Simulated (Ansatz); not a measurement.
input.yaml (Ansatz)

```yaml
crystal:
  lattice:
    - [5.105380586, 2.9475928557, 1.3474983237]
    - [-5.105380586, 2.9475928557, 1.3474983237]
    - [0.0, -5.8951857113, 1.3474983237]
  atoms:
    - { symbol: S, position: [0.5887737003, 0.3444837756, 0.2313645659] }
    - { symbol: S, position: [0.2313645659, 0.5887737003, 0.3444837756] }
    - { symbol: S, position: [0.3444837756, 0.2313645659, 0.5887737003] }
    - { symbol: S, position: [0.4112262997, 0.6555162244, 0.7686354341] }
    - { symbol: S, position: [0.7686354341, 0.4112262997, 0.6555162244] }
    - { symbol: S, position: [0.6555162244, 0.7686354341, 0.4112262997] }
hamiltonian:
  xc: lda
  pseudopotentials:
    kind: paw
    azcp:
      S: "pseudopotentials/S.paw.azcp"
basis:
  ecutwfc: 420
  fft_grid_basis: typed
kpoints:
  mp_grid: { grid: [8, 8, 8], shift: [0, 0, 0] }
magnetization:
  spin_polarized: false
scf:
  occupations: { method: fermi_dirac, width: 0.05 }
```

Output

```
Warning: the record states the generating functional pbe (its physics header spells it `PBE`), which answers neither for hamiltonian.xc's functional nor for the lda family's — results may be inconsistent (PPs are generated against a specific XC)
Engine: ansatz 0.2.0, aarch64-unknown-linux-gnu
Pseudopotentials: kind: paw
Pseudopotential: S, paw, valence charge 6, recommended cutoff 420 eV (normal) 
Functional definition: SPW92
  exchange = slater_x
  correlation = pw_c
Crystal: 6 atoms, lattice volume = 121.668 Å³
Basis set: ecut = 420 eV, 2381 PW (Γ)
Bands: 24, of which v1, the nominal top of the filled ones, is band 18 counted from 1 (17 counted from 0)
Symmetry: 6 space group operations
Space group: R-3 (ITA 148), of the structure as read, at distance tolerance 5.0e-5 Å
k-points: 90 of 512
Non-local potential: S, projectors of the file, l = 0: 2, l = 1: 2, l = 2: 2
PAW form: soft (Blöchl's): semilocal exchange-correlation on the pseudo side does not see the compensation charge
PAW frozen core: S, regenerated for the run's functional, and the local potential with it (the file was generated under x = pbe(κ = 0.804, μ = 0.2195149727645171), c = pbe(β = 0.06672455060314922))
PAW one-centre angular grid: S, 110 points (default); XC on 64 Gauss nodes
Initial density: superposition of atomic densities (neutral atoms: chi_scale 0, normalization atom), corrected by the library's trained network
Initial wavefunctions: pseudopotential atomic-orbital guess
Functional: x = slater, c = lda
SCF iter   1: F=—  HF=-5216.849843 eV  |F-HF|=—  |Δ(HF+E_count)|=         —  Δρ=5.70e-3  dr2=2.48e-2  ethr=1.77e-3  ⟨swp⟩=7.0  Hψ=11808  notcnv=0
SCF iter   2: F=—  HF=-5216.847198 eV  |F-HF|=—  |Δ(HF+E_count)|=   2.64e-3  Δρ=3.23e-3  dr2=7.73e-3  ethr=6.88e-5  ⟨swp⟩=1.2  Hψ=3132  notcnv=0
SCF iter   3: F=—  HF=-5216.846055 eV  |F-HF|=—  |Δ(HF+E_count)|=   1.14e-3  Δρ=3.66e-4  dr2=2.55e-4  ethr=2.15e-5  ⟨swp⟩=1.0  Hψ=2112  notcnv=0
SCF iter   4: F=—  HF=-5216.846032 eV  |F-HF|=—  |Δ(HF+E_count)|=   2.30e-5  Δρ=1.55e-4  dr2=2.93e-5  ethr=7.09e-7  ⟨swp⟩=2.2  Hψ=3269  notcnv=0
SCF iter   5: F=—  HF=-5216.846003 eV  |F-HF|=—  |Δ(HF+E_count)|=   2.87e-5  Δρ=2.38e-5  dr2=5.89e-7  ethr=8.15e-8  ⟨swp⟩=2.3  Hψ=3523  notcnv=0
SCF iter   6: F=-5216.846003 eV  HF=-5216.846003 eV  |F-HF|=5.83e-9  |Δ(HF+E_count)|=   3.64e-8  Δρ=5.47e-6  dr2=3.39e-8  ethr=2.78e-10  ⟨swp⟩=3.0  Hψ=4582  notcnv=0
SCF 1 converged in 6 iterations: F = -5216.846003 eV  dr2 = 3.39e-8
SCF converged after 6 iterations
Free energy (F): -5216.846003 eV
Harris-Foulkes:  -5216.846003 eV  (|F-HF|=5.83e-9)
Internal energy: -5216.846003 eV  (E = F + TS)
E sigma→0 (E₀):  -5216.846003 eV
Fermi energy:    6.232925 eV
--- Per-component energies (eV) ---
  E_band       = -44.228119
  E_kinetic    = 640.452282
  E_local      = -777.223946  (includes V_loc(G=0)·N_el)
  E_nonlocal   = 180.331990
  E_hartree    = 234.643439
  E_xc         = -575.456588
  E_vxc        = -523.726246  (∫ρ·V_xc dr)
  E_paw        = -3412.657647  (= ΣΔE_a)
  E_vpaw       = -33.348467  (= ΣTr[D̂ρ^β])
  E_aug_tail   = 0.000010  (compensation charges beyond the density's cutoff)
  E_ewald      = -1507.854728
  E_core_change = 0.919185  (= ΣΔE_core)
  E_smearing   = -0.000000  (= −TS)
  E_closure    = -0.000000  (closes the sum)
  Σ components = -5216.846003   (vs F -5216.846003, Δ=0.00e0)
```

Command:

```sh
ansatz run input.yaml --threads 2 --pin off --max-ram 5120MiB --backend cpu --events-out ev --progress --plain --runs-dir out
```

On 2 threads of Arm Neoverse V2 (shared host) this took about 3.8 s of wall time and 7.4 s of CPU time.
